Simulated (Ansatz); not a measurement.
## HfO₂: do the settings matter for the field gradients?

Cell: a computed structure from the Materials Project (it need not be an observed phase), taken as it stands.

Space group P2_12_12 (No. 18); a = 5.0803, b = 5.1649, c = 4.8909 Å.

| site | Wyckoff | site symmetry | x | y | z |
| --- | --- | --- | --- | --- | --- |
| Hf | 4c | 1 | 0.2774 | 0.2818 | 0.7279 |
| O5 | 2a | ..2 | 0.5000 | 0.5000 | 0.4244 |
| O7 | 2b | ..2 | 0.5000 | 0.0000 | 0.5109 |
| O9 | 4c | 1 | 0.3132 | 0.6636 | 0.8955 |

One atom of each set is listed.

Reference run. Computed with Ansatz: DFT, PBE, plane waves and PAW (field gradients read without the response of the frozen cores, which leaves them typically 4 to 6 % off), scalar-relativistic, 420 eV cutoff, Γ-centred 4×4×4 k-points, Fermi–Dirac smearing 0.02 eV.

Task: The input is changed as follows: `hamiltonian.xc`: pbe → pbesol. What happens to V_zz (10²¹ V/m²) and η?

Result: 

```json
{"site": "Hf", "V_zz reference": "21.1", "η reference": "0.48", "V_zz changed": "20.9", "η changed": "0.49"}
{"site": "O5", "V_zz reference": "-2.34", "η reference": "0.67", "V_zz changed": "-2.31", "η changed": "0.65"}
{"site": "O7", "V_zz reference": "-1.16", "η reference": "0.60", "V_zz changed": "-1.16", "η changed": "0.61"}
{"site": "O9", "V_zz reference": "-5.15", "η reference": "0.45", "V_zz changed": "-5.05", "η changed": "0.48"}
```

The largest change of V_zz is on Hf, from 21.1 to 20.9. In per cent, |V_zz| changes by -1 on Hf, -2 to 0 on O (all sites that start above 0.5). SCF iterations: 8 and 8. New warnings: pseudo functional mismatch.

On the reference run: At this cell the PBE pressure is 10 GPa, so with PBE the cell would grow if it were relaxed. The entry's cell may itself be off. Without spin–orbit coupling the gradients at and beside Hf can be off by some per cent, at some sites by more.
